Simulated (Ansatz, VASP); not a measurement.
## NaCl: VASP beside Ansatz

INCAR

```
PREC = Accurate ; ENCUT = 520
EDIFF = 1E-7 ; ISMEAR = 0
SIGMA = 0.02 ; LREAL = F
LASPH = T ; NELM = 60
ALGO = Normal ; ISIF = 2
LWAVE = F ; LCHARG = F
GGA = PE ; NBANDS = 14
```

Contents of KPOINTS:

```
regular mesh
0
Gamma
  8 8 8
```

The input POSCAR:

```
NaCl
1.0
    0.0000000000      2.7589818410      2.7589818410
    2.7589818410      0.0000000000      2.7589818410
    2.7589818410      2.7589818410      0.0000000000
Na Cl
1 1
Direct
    0.0000000000      0.0000000000      0.0000000000
    0.5000000000      0.5000000000      0.5000000000
```

Input for Ansatz:

```yaml
crystal:
  lattice:
    - [0.0, 2.758981841, 2.758981841]
    - [2.758981841, 0.0, 2.758981841]
    - [2.758981841, 2.758981841, 0.0]
  atoms:
    - { symbol: Na, position: [0.0, 0.0, 0.0] }
    - { symbol: Cl, position: [0.5, 0.5, 0.5] }
basis:
  ecutwfc: 420
kpoints:
  mp_grid: { grid: [8, 8, 8] }
hamiltonian:
  xc: pbe
scf:
  occupations: { method: gaussian, width: 0.02 }
output:
  forces: true
  stress: true
  eigenvalues: true
```

Alike in both runs: task single point; functional PBE; k mesh 8 × 8 × 8; occupations gaussian, width 0.02 eV; no spin polarisation.

```csv
,VASP,Ansatz
version,VASP 6.6.1,Ansatz 0.2.0
potentials or method,"VASP PAW PBE potentials, release 64 (Na_pv, Cl)","scalar-relativistic, plane waves, PAW"
plane-wave cutoff (eV),520,420
valence electrons in the cell,14,16
```

|  | VASP | Ansatz | Ansatz less VASP |
| --- | --- | --- | --- |
| gap on the k mesh at the Fermi level (eV) | 5.37 | 5.37 | 0.000 |
| least direct gap on the mesh (eV) | 5.37 | 5.37 | 0.000 |
| pressure (GPa) | 2.8 | 2.8 | +0.02 |

The functional is the same, so the differences come from potentials, cutoffs and numerics. The two sets of potentials don't hold the same shells in valence.

As with any semilocal functional, this PBE gap is likely too small.
